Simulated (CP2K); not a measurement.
The system is Zr.

```
CELL_PARAMETERS angstrom
3.13501 0.00000 0.00000
-1.04500 2.95572 0.00000
-1.04500 -1.47786 2.55973
ATOMIC_POSITIONS crystal
Zr 0.00000 0.00000 0.00000
```

This isn't the form of Zr at room conditions, which is hcp.

Base run:

* Program: CP2K 2026.2
* Functional: PBE
* Potentials or basis: GTH_POTENTIALS Zr GTH-PADE-q12; DZVP-MOLOPT-SR-GTH basis
* Density cutoff: 6123 eV
* k mesh: 10 × 10 × 10
* Occupations: fermi-dirac, width 0.05 eV
* Spin: no spin polarisation

Its results: band gap on the k mesh none (metal or under the smearing width); pressure -4.3 GPa.

**Question.** The run is repeated on the same cell with these changes: potentials or basis from GTH_POTENTIALS Zr GTH-PADE-q12; DZVP-MOLOPT-SR-GTH basis to POTENTIAL_UZH Zr GTH-SCAN-q12; DZVP-MOLOPT-SR-GTH basis; potentials from Zr GTH-PADE-q12 of GTH_POTENTIALS to Zr GTH-SCAN-q12 of POTENTIAL_UZH. What comes out?

**Answer.** Band gap on the k mesh none (metal or under the smearing width); pressure -3.3 GPa.

Caveats: the potentials were made for another functional, which shifts forces and pressure; the basis of atomic orbitals isn't converged, which shifts pressures, moduli and gaps.
